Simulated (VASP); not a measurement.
**BN (zincblende): one r²SCAN single-point calculation in two programs**

```
B N
1.0
     0.00000    1.80483    1.80483
     1.80483    0.00000    1.80483
     1.80483    1.80483    0.00000
B N
1 1
Direct
  0.00000 0.00000 0.00000
  0.25000 0.25000 0.25000
```

Datasets and cutoffs are each program's own. VASP's cell holds 8 valence electrons and Ansatz's 8. Ansatz's stress includes a Pulay correction; VASP's doesn't.

Cutoffs: 520 eV in VASP, 500 eV in Ansatz. k meshes: 12×12×12 and 12×12×12.

|  | VASP | Ansatz |
| --- | --- | --- |
| gap between bands v and c | 4.98 eV | 5.00 eV |
| least direct gap | 9.55 eV | 9.59 eV |
| pressure | 1.1 GPa | 0.0 GPa |

Band v is the last that the valence electrons fill when counted band by band, and c is the next. Levels in eV from the top of v, Ansatz:

```tsv
point	v−1	v	c	c+1
Γ	0.00	0.00	9.59	9.59
X	-5.11	-5.11	5.00	9.86
K	-7.93	-4.25	7.53	13.74
L	-2.02	-2.02	10.83	11.53
W	-7.23	-6.70	10.37	14.31
```

VASP:

```json
{"point": "Γ", "v−1": "0.00", "v": "0.00", "c": "9.55", "c+1": "9.55"}
{"point": "X", "v−1": "-5.12", "v": "-5.12", "c": "4.98", "c+1": "9.84"}
{"point": "K", "v−1": "-7.94", "v": "-4.25", "c": "7.52", "c+1": "13.73"}
{"point": "L", "v−1": "-2.02", "v": "-2.02", "c": "10.85", "c+1": "11.49"}
{"point": "W", "v−1": "-7.25", "v": "-6.72", "c": "10.35", "c+1": "14.31"}
```
